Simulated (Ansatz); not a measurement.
The cell comes from COD entry 9013925, which wasn't checked; take it as a given geometry. The listed cell was then made from it by scaling, straining or moving an atom.

An input for CuCl: DFT, LDA, all-electron PAW with datasets made for the crystal, scalar-relativistic (Ansatz 0.2.0).

Command: `ansatz run input.yaml --threads 1 --pin off --max-ram 3072MiB --backend cpu --events-out ev --progress --plain --runs-dir out` The run took 9.6 s on 1 thread of Intel(R) Xeon(R) 6975P-C (Granite Rapids) (shared host), peak memory 0.65 GiB.

```yaml
crystal:
  lattice:
    - [0.0, 2.7280482052, 2.7280482052]
    - [2.7280482052, 0.0, 2.7280482052]
    - [2.7280482052, 2.7280482052, 0.0]
  atoms:
    - { symbol: Cu, position: [0.0, 0.0, 0.0] }
    - { symbol: Cl, position: [0.75, 0.75, 0.75] }
kpoints:
  mp_grid: { grid: [13, 13, 13] }
scf:
  occupations: { method: fermi_dirac, width: 0.05 }
hamiltonian:
  xc: lda
  pseudopotentials: { kind: all_electron, datasets: crystal }
output:
  forces: true
  stress: true
  eigenvalues: true
  efg: { contact_densities: true }
```

The results part of the log:

```
SCF 1 converged in 9 iterations: F = -57488.262488 eV  dr2 = 1.59e-9
  Residual-converged pass: ⟨swp⟩=3.5  Hψ=2275  notcnv=0  max |occ|·‖R‖ = 5.2e-6 eV (tolerance 5.3e-6 eV)  dr2=1.58e-9  dr2_onsite=4.67e-9  max |Δocc| = 8.2e-10
  greatest PAW one-centre occupation: 0.941 electrons in one spin orbital (limit 2), on the Cu atom at site 0 (counted from 0), in its partial waves of l = 2
SCF converged after 9 iterations
Free energy (F): -57488.262488 eV
Harris-Foulkes:  -57488.262488 eV  (|F-HF|=7.42e-10)
Internal energy: -57488.262415 eV  (E = F + TS)
E sigma→0 (E₀):  -57488.262451 eV
Entropy (-TS):   -0.000074 eV (-0.037 meV/atom)
Past the cutoff: the bands carry plane waves up to 1.75 times it, of which those up to 1.5 times it add -0.000395 eV an atom, each by itself; the spheres take 0.000479 eV an atom off the energy for waves past 1.75 times it
By the cutoff:   a pressure is off by up to 0.009 GPa (1.2 times the spheres' own share and the shells' term, over an atom's volume, and 0.004 GPa: a bound that held against runs at twice the plane waves)
Past the cutoffs: a stress includes 0.0022 GPa for waves and charges beyond them, in addition to the slope of what the spheres take
In the spheres:  the bands' charges fall short by 1.5e-7 e at most (sound up to 1e-3), those of shells solved beside the bands by 5.7e-8 e (sound up to 5e-4)
Fermi energy:    7.200071 eV
--- Per-component energies (eV) ---
  The terms above E_closure are by the made datasets' own strengths, without shells solved beside the bands.
--- Forces (eV/Å), atoms counted from 1 ---
  atom   1  Cu     0.00000000    -0.00000000    -0.00000000
  atom   2  Cl     0.00000000     0.00000000     0.00000000
  max |Σ_I F_I| component: 1.56e-16 eV/Å
--- Stress (GPa, compression-positive) ---
       -7.284791      -0.000000      -0.000000
       -0.000000      -7.284791       0.000000
       -0.000000       0.000000      -7.284791
  P = ⅓ Tr σ = -7.2848 GPa (-72.848 kbar)
  It holds what live shells' own plane waves past their cutoff add
--- PAW observables at the nuclei: V_zz in 10²¹ V/m², potentials from the cell's mean, atoms counted from 1 ---
  atom   1  Cu V_zz =    -0.000000   η = 0.0000   by run symmetry: forbidden
            electrostatic potential = -3750.339189 V   contact ρ = 146822.921226 e/Å³
  atom   2  Cl V_zz =    -0.000000   η = 0.0000   by run symmetry: forbidden
            electrostatic potential = -1771.066900 V   contact ρ = 23929.864221 e/Å³
--- Band table (eV; the first three rows and the last of 84) ---
  k-point 0: bands = ["-9.7651", "2.1982", "2.1982", "2.1982", "5.4642", "5.4642", "6.9321", "6.9321", "6.9321", "7.2874", "13.5316"]
  k-point 1: bands = ["-9.7418", "2.0751", "2.2000", "2.2000", "5.4603", "5.4603", "6.7173", "6.9042", "6.9042", "7.6236", "13.3701"]
  k-point 2: bands = ["-9.6763", "1.7605", "2.2047", "2.2047", "5.4532", "5.4532", "6.4358", "6.8262", "6.8262", "8.2058", "13.0463"]
  k-point 83: bands = ["-9.1904", "1.0432", "1.4159", "2.0165", "5.2928", "5.3845", "5.6345", "5.8243", "6.1560", "11.8546", "11.9287"]
```
